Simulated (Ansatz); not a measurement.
BaS (started from an entry of an open crystallographic database) (r2SCAN geometry), in Ansatz:

```xyz
2
Lattice="0.0000 3.2119 3.2119 3.2119 0.0000 3.2119 3.2119 3.2119 0.0000" Properties=species:S:1:pos:R:3 pbc="T T T"
Ba    0.0000    0.0000    0.0000
S     3.2119    3.2119    3.2119
```

G0W0@PBE with 363 empty bands, a screening cutoff of 180 eV and a 4×4×4 mesh (PAW, contour deformation) gives 3.503 eV over the mesh points, from a PBE gap of 2.226 eV; it sums over 371 bands with 339 plane waves in the screening and a wave cutoff of 420 eV. The G0W0 figures hold for the stated bands, cutoff and mesh and aren't extrapolated. (Simulation; spin polarisation is off.)

**Question.** Another run gave a Kohn-Sham gap of 2.226 eV and a G0W0 gap of 3.551 eV, summing over 713 bands with 609 plane waves in the screening and a wave cutoff of 420 eV. What was changed?

**Answer.** Empty bands 705, screening cutoff 260 eV. The counts of bands and plane waves show that both rose or fell; the cutoff follows only within a few eV.

**Question.** Estimate the gap with starting point r2SCAN, with them a wave cutoff of 500 eV.

**Answer.** 3.734 eV (+0.231 eV), from a Kohn-Sham gap of 2.574 eV.

**Question.** Estimate the gap with empty bands 150, screening cutoff 100 eV.

**Answer.** 3.373 eV (-0.130 eV), from a Kohn-Sham gap of 2.226 eV.

Spin-orbit coupling is left out.
